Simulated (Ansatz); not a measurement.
**SiO2: Field gradients at the nuclei**

The cell is a computed structure from the Materials Project (it need not be an observed phase).

Space group P6_322 (No. 182); a = 5.0691, c = 8.5585 Å, γ = 120.00°.

| site | Wyckoff | site symmetry | x | y | z |
| --- | --- | --- | --- | --- | --- |
| Si | 4f | 3.. | 0.6667 | 0.3333 | 0.9371 |
| O5 | 6g | .2. | 0.0000 | 0.4213 | 0.0000 |
| O10 | 2c | 3.2 | 0.6667 | 0.3333 | 0.7500 |

One atom of each set is listed.

The numbers come from a DFT calculation in Ansatz (HSE06, plane waves and PAW (field gradients read without the response of the frozen cores, which leaves them typically 4 to 6 % off), scalar-relativistic, 420 eV cutoff, Γ-centred 4×4×2 k-points, Fermi–Dirac smearing 0.02 eV).

C_Q = eQV_zz/h, which is 24.18 MHz for Q = 1 b and V_zz = 10²¹ V/m²; η = (V_xx − V_yy)/V_zz.

O-17: I = 5/2, Q = -25.58 mb. Nuclear quadrupole moments: year-2017 set (Pyykkö).

Task: Which values are expected at the nuclei?

Result: 

| site | atoms | first shell | V_xx, V_yy, V_zz (10²¹ V/m²) | η | C_Q (MHz) |
| --- | --- | --- | --- | --- | --- |
| Si | 4 | 4 O at 1.60–1.61 Å | 0.021, 0.021, -0.042 | 0.00 | – |
| O5 | 6 | 2 Si at 1.61 Å, angle 151° | -4.43, -5.69, 10.12 | 0.12 | -6.26 |
| O10 | 2 | 2 Si at 1.60 Å, angle 180° | -5.37, -5.37, 10.75 | 0.00 | -6.65 |

An axis of threefold or higher order runs through Si and O10, so V_zz lies along it and η is zero. At O5 V_zz runs parallel to the line that joins its two neighbours (within 1°).

Si has no stable isotope with a ground-state quadrupole moment in the table, so no C_Q is given.
